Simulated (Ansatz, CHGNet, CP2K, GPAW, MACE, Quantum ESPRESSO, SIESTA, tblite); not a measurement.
**Quantum ESPRESSO on twisted 2H-MoTe2/1T-TiSe2 bilayer, 21.79° (42 atoms): settings compared**

How far do other settings of Quantum ESPRESSO move the forces in twisted 2H-MoTe2/1T-TiSe2 bilayer, 21.79° (42 atoms)? One run of the same program serves as the yardstick.

Method: the method is named at each step, in Quantum ESPRESSO 7.5.

## (1) The starting structure

The cell holds 42 atoms: 7 Mo, 14 Te, 7 Ti and 14 Se. Its edges and angles: a = 9.339 Å, b = 9.339 Å, c = 26.040 Å, α = 90.0°, β = 90.0°, γ = 120.0°. 2H-MoTe2 (a = 3.52 Å) under 1T-TiSe2 (a = 3.54 Å), bilayer, commensurate cell of 7 unit cells a layer, twist 21.79 deg, both strained to the mean lattice constant; facing planes 3.34 Å apart; 16 Å of vacuum; layers as built, displaced by a Gaussian of 0.01 Å. Then every atom was moved at random, 0.03 Å r.m.s. a Cartesian component. Regions: layer 1, 21 atoms (7 Mo and 14 Te); layer 2, 21 atoms (7 Ti and 14 Se). Vacuum lies along c.

The yardstick, on the same geometry:

```
method                 : Kohn-Sham DFT, PBE, SSSP efficiency 1.3.0 pseudopotentials, plane waves (Quantum ESPRESSO 7.5); sssp-pbe-1.3.0-efficiency, cutoffs 45/360 Ry, Γ point
r.m.s. force component : 0.4594 eV/Å
longest force          : 1.826 eV/Å
time                   : 8.5 min on 4 MPI ranks of Arm Neoverse V2, shared host
CPU time               : 34 min
```

## (2) PBE, gbrv-1.5, 40/200 Ry

Method: Kohn-Sham DFT, PBE, GBRV 1.5 ultrasoft pseudopotentials, plane waves.

Contents of pw.in:

```
&control
  calculation = 'scf'
  pseudo_dir = './pseudo'
  outdir = './tmp'
  disk_io = 'none'
  tprnfor = .true.
/
&system
  ibrav = 0
  nat = 42
  ntyp = 4
  ecutwfc = 40
  ecutrho = 200
  nosym = .true.
  occupations = 'smearing'
  smearing = 'fd'
  degauss = 0.003675
/
&electrons
  conv_thr = 2.1e-07
  electron_maxstep = 100
  mixing_beta = 0.2
  mixing_mode = 'local-TF'
  diagonalization = 'david'
/
ATOMIC_SPECIES
Mo 95.950 Mo.upf
Te 127.600 Te.upf
Ti 47.867 Ti.upf
Se 78.971 Se.upf
CELL_PARAMETERS angstrom
9.33950 0.00000 0.00000
-4.66975 8.08824 0.00000
0.00000 0.00000 26.04000
ATOMIC_POSITIONS crystal
Mo 0.19087 0.24155 0.37459
Te 0.23680 0.04399 0.44677
Te 0.23802 0.04425 0.30777
Mo 0.33101 0.65844 0.37454
Te 0.38330 0.47485 0.44476
Te 0.37898 0.47520 0.30578
Mo 0.48070 0.09906 0.37585
Te 0.52061 0.90240 0.44465
Te 0.52486 0.90809 0.30660
Mo 0.62484 0.52489 0.37697
Te 0.66562 0.33367 0.44541
Te 0.66625 0.34130 0.30962
Mo 0.76106 0.95644 0.37464
Te 0.80465 0.75899 0.44674
Te 0.81366 0.76295 0.30747
Mo 0.89642 0.37388 0.37656
Te 0.95280 0.19148 0.44636
Te 0.95630 0.19351 0.30696
Mo 0.04302 0.80566 0.37590
Te 0.09784 0.61669 0.44475
Te 0.09499 0.61987 0.30938
Ti 0.13857 0.71240 0.63285
Se 0.38542 0.90748 0.69061
Se 0.33445 0.66928 0.57447
Ti 0.99952 0.99874 0.63345
Se 0.23217 0.19591 0.69573
Se 0.19058 0.95021 0.57629
Ti 0.28634 0.42239 0.63204
Se 0.52702 0.61826 0.69295
Se 0.47756 0.38110 0.57304
Ti 0.56405 0.85135 0.63318
Se 0.80943 0.04689 0.69239
Se 0.76221 0.81072 0.57318
Ti 0.43092 0.14114 0.63279
Se 0.67095 0.33237 0.69356
Se 0.62141 0.09469 0.57231
Ti 0.71911 0.57185 0.63461
Se 0.94693 0.75617 0.69295
Se 0.90209 0.52396 0.57580
Ti 0.85870 0.28782 0.63401
Se 0.09758 0.46885 0.69275
Se 0.04999 0.24378 0.57400
K_POINTS gamma
```

Started as:

```
OMP_NUM_THREADS=1 mpirun -np 4 pw.x -in pw.in > output.txt
```

Log:

```text
Program PWSCF
     gamma-point specific algorithms are used
     one sub-group per band group will be used
     scalapack distributed-memory algorithm (size of sub-group:  2*  2 procs)
     Parallelization info
     sticks:   dense  smooth     PW     G-vecs:    dense   smooth      PW
     Min        1072     856    211               158522   113420   14168
     Max        1080     858    212               158529   113458   14169
     Sum        4303    3427    847               634103   453757   56673
     bravais-lattice index     =            0
     lattice parameter (alat)  =      17.6491  a.u.
     unit-cell volume          =   13274.4103 (a.u.)^3
     number of atoms/cell      =           42
     number of atomic types    =            4
     number of electrons       =       350.00
     number of Kohn-Sham states=          210
     kinetic-energy cutoff     =      40.0000  Ry
     charge density cutoff     =     200.0000  Ry
     scf convergence threshold =      2.1E-07
     mixing beta               =       0.2000
     number of iterations used =            8  local-TF  mixing
     Exchange-correlation= SLA  PW   PBE  PBE
                           (   1   4   3   4   0   0   0)
     crystal axes: (cart. coord. in units of alat)
               a(1) = (   1.000000   0.000000   0.000000 )
               a(2) = (  -0.500000   0.866025   0.000000 )
               a(3) = (   0.000000   0.000000   2.788158 )
     reciprocal axes: (cart. coord. in units 2 pi/alat)
               b(1) = (  1.000000  0.577351 -0.000000 )
               b(2) = (  0.000000  1.154701  0.000000 )
               b(3) = (  0.000000 -0.000000  0.358660 )
     PseudoPot. # 1 for Mo:
     Pseudo is Ultrasoft + core correction, Zval = 14.0
     PseudoPot. # 2 for Te:
     Pseudo is Ultrasoft + core correction, Zval =  6.0
     PseudoPot. # 3 for Ti:
     Pseudo is Ultrasoft + core correction, Zval = 12.0
     PseudoPot. # 4 for Se:
     Pseudo is Ultrasoft + core correction, Zval =  6.0
     atomic species   valence    mass     pseudopotential
     Mo               14.00    95.95000     Mo( 1.00)
     Te                6.00   127.60000     Te( 1.00)
     Ti               12.00    47.86700     Ti( 1.00)
     Se                6.00    78.97100     Se( 1.00)
     No symmetry found
   Cartesian axes
     number of k points=     1  Fermi-Dirac smearing, width (Ry)=  0.0037
                       cart. coord. in units 2pi/alat
        k(    1) = (   0.0000000   0.0000000   0.0000000), wk =   2.0000000
     Dense  grid:   317052 G-vectors     FFT dimensions: (  80,  80, 225)
     Smooth grid:   226879 G-vectors     FFT dimensions: (  72,  72, 200)
     Initial potential from superposition of free atoms
     starting charge     342.9882, renormalised to     350.0000
     negative rho (up, down):  2.991E-02 0.000E+00
     Starting wfcs are  273 randomized atomic wfcs
     Self-consistent Calculation
     iteration #  1     ecut=    40.00 Ry     beta= 0.20
     negative rho (up, down):  1.061E-01 0.000E+00
     total energy              =   -2954.78930205 Ry
     estimated scf accuracy    <    5569.02272824 Ry
     iteration #  2     ecut=    40.00 Ry     beta= 0.20
     negative rho (up, down):  2.486E+00 0.000E+00
     total energy              =   -2451.91934338 Ry
     estimated scf accuracy    <    5227.97309335 Ry
     iteration #  3     ecut=    40.00 Ry     beta= 0.20
     negative rho (up, down):  9.988E-01 0.000E+00
     total energy              =   -2624.27453096 Ry
     estimated scf accuracy    <    3833.11147960 Ry
     iteration #  4     ecut=    40.00 Ry     beta= 0.20
     negative rho (up, down):  9.566E-01 0.000E+00
     total energy              =   -2825.22947755 Ry
     estimated scf accuracy    <    1027.60864216 Ry
     iteration #  5     ecut=    40.00 Ry     beta= 0.20
     negative rho (up, down):  9.354E-01 0.000E+00
     total energy              =   -2832.59763592 Ry
     estimated scf accuracy    <    1264.76700824 Ry
     iteration #  6     ecut=    40.00 Ry     beta= 0.20
[...]
total energy              =   -2888.77164666 Ry
     estimated scf accuracy    <    1363.69747369 Ry
[...]
c_bands:  1 eigenvalues not converged
[...]
c_bands:  2 eigenvalues not converged
[...]
total energy              =   -2793.59465097 Ry
[...]
iteration # 62     ecut=    40.00 Ry     beta= 0.20
[...]
total energy              =   -2793.59465129 Ry
     estimated scf accuracy    <       0.00000090 Ry
     iteration # 63     ecut=    40.00 Ry     beta= 0.20
     negative rho (up, down):  2.703E-02 0.000E+00
     total energy              =   -2793.59465133 Ry
     estimated scf accuracy    <       0.00000043 Ry
     iteration # 64     ecut=    40.00 Ry     beta= 0.20
     negative rho (up, down):  2.717E-02 0.000E+00
     End of self-consistent calculation
          k = 0.0000 0.0000 0.0000 ( 28337 PWs)   bands (ev):
   -58.7896 -58.7859 -58.7755 -58.7621 -58.7592 -58.7444 -58.7195 -55.7677
   -55.7511 -55.7378 -55.7227 -55.7137 -55.6794 -55.6710 -32.9426 -32.9392
   -32.9319 -32.9193 -32.9172 -32.9069 -32.9060 -32.9018 -32.8980 -32.8947
   -32.8888 -32.8870 -32.8782 -32.8616 -32.8609 -32.8495 -32.8450 -32.8419
   -32.8175 -32.8061 -32.7845 -32.0607 -32.0371 -32.0353 -32.0223 -32.0193
   -32.0035 -31.9949 -31.9808 -31.9777 -31.9695 -31.9654 -31.9583 -31.9545
[...]
3.0700   3.0984   3.1061   3.1160   3.1404   3.1653   3.3067   3.3231
     3.3508   3.3675   3.4073   3.4229   3.5162   3.5236   3.5407   3.5474
     3.5551   3.5673   3.5976   3.6137   3.6852   3.6946   3.7435   3.7954
     4.1632   4.1969
     the Fermi energy is     2.2714 ev
!    total energy              =   -2793.59465117 Ry
     estimated scf accuracy    <       0.00000020 Ry
     smearing contrib. (-TS)   =      -0.01994529 Ry
     internal energy E=F+TS    =   -2793.57470589 Ry
     The total energy is F=E-TS. E is the sum of the following terms:
     one-electron contribution =  -14035.50356926 Ry
     hartree contribution      =    7058.98001248 Ry
     xc contribution           =    -880.72021435 Ry
     ewald contribution        =    5063.66906525 Ry
     convergence has been achieved in  64 iterations
     negative rho (up, down):  2.717E-02 0.000E+00
     Forces acting on atoms (cartesian axes, Ry/au):
     atom    1 type  1   force =     0.01158652   -0.02348979    0.04072977
     atom    2 type  2   force =    -0.00533713    0.01150194   -0.02386034
     atom    3 type  2   force =    -0.00294268    0.00748153   -0.01927092
     atom    4 type  1   force =     0.00906336    0.04109401    0.02442502
     atom    5 type  2   force =    -0.00475908   -0.00151315    0.01288791
     atom    6 type  2   force =     0.02498794    0.00217213   -0.02102094
[...]
atom   40 type  3   force =     0.00293906   -0.02361019    0.00543068
     atom   41 type  4   force =    -0.01227621    0.02583603    0.00777270
     atom   42 type  4   force =     0.00604046   -0.00122811   -0.00130280
     Total force =     0.200616     Total SCF correction =     0.002301
     Message from routine punch:
     Nothing written, as per user request (disk_io='none')
```

The job ended after 6.3 min (4 MPI ranks of Arm Neoverse V2, shared host; peak memory 1.9 GiB; 25 min of CPU time).

Banners, paths, timers and routine set-up lines are dropped from the logs unmarked, and long logs keep their key lines alone; longer cuts are marked.

Against the reference:

| Property | Result |
| --- | --- |
| r.m.s. force component | 0.4595 eV/Å |
| r.m.s. difference of force components | 1.046 meV/Å |
| longest difference of force vectors | 3.593 meV/Å |
| force difference over r.m.s. force | 0.2276 % |
| slope of forces against the reference's | 1 |
| correlation of force components | 1 |

Length of the force difference by element (eV/Å):

```
element  atoms    mean    most
     Mo      7  0.0024  0.0036
     Se     14  8.0e-4  0.0017
     Te     14  0.0019  0.0033
     Ti      7  0.0019   0.003
```

A closer look about Te12, which bears the longest force: 11 atoms, nearest first, numbered in the order of the input, with positions taken from that point.

```
atom      x      y      z  distance (Å)  bonds     Fx     Fy  Fz (eV/Å)
Te12   0.00   0.00   0.00          0.00      3   0.38  -0.59      -1.69
Mo10  -1.24   1.48   1.75          2.61      6  -1.19   0.26      -0.09
Mo16   2.00   0.26   1.74          2.66      6   0.72   0.64       0.19
 Mo7  -0.60  -1.96   1.72          2.68      6  -0.60  -0.31       0.47
Te15  -0.59   3.41  -0.06          3.46      3  -0.53   0.08      -0.72
 Te6  -3.31   1.08  -0.10          3.48      3   0.64   0.06      -0.54
Te21   2.70   2.25  -0.01          3.52      3  -0.17  -0.55      -1.15
Te11   0.03  -0.06   3.54          3.54      3   0.10  -0.15       0.88
 Te3  -2.61  -2.40  -0.05          3.55      3  -0.08   0.19      -0.50
 Te9   0.70  -3.50  -0.08          3.57      3  -0.08  -0.28      -0.54
Te18   3.40  -1.20  -0.07          3.60      3  -0.42  -0.06      -0.83
```

Forces lie 0.23 % from the reference's, at 0.74 times its CPU time; the SCF took 64 steps, which the time reflects.

## (3) Outcome

| Item | Value |
| --- | --- |
| force difference from the reference | QE PBE, gbrv-1.5, 40/200 Ry, 0.23 % |
| its CPU time | 25 min |

**Reading.** PBE on plane waves or a grid with other potentials, cutoffs or grids differs from the reference by 0.23 % (QE PBE, gbrv-1.5, 40/200 Ry) of the r.m.s. force; this holds the reference's own error, so differences of a few per cent don't tell which side is nearer the exact PBE result. The reference's PBE has no dispersion term, which matters for the binding between molecules or layers. The runs have no spin polarisation, so any moments at edges, vacancies or dangling bonds can't form. The electronic-structure runs sample only Γ, in a cell whose shortest periodic width is 8 Å, which is coarse for a cell with partly filled levels. Spin–orbit coupling is left out, which matters for the levels of the heavy elements.

[Also dropped from logs without a mark: logging warnings of Python, and SIESTA's first energy breakdown and zero terms.]

[Logs are printed without paths, hosts, clocks, repeated set-up lines and the standing remarks that a program may print on its own settings, such as how far it seeks lower states.]

[Hosts, paths, dates, database ids (printed as entryN), source tags and the programs' standing remarks are cut or masked in the printed files.]
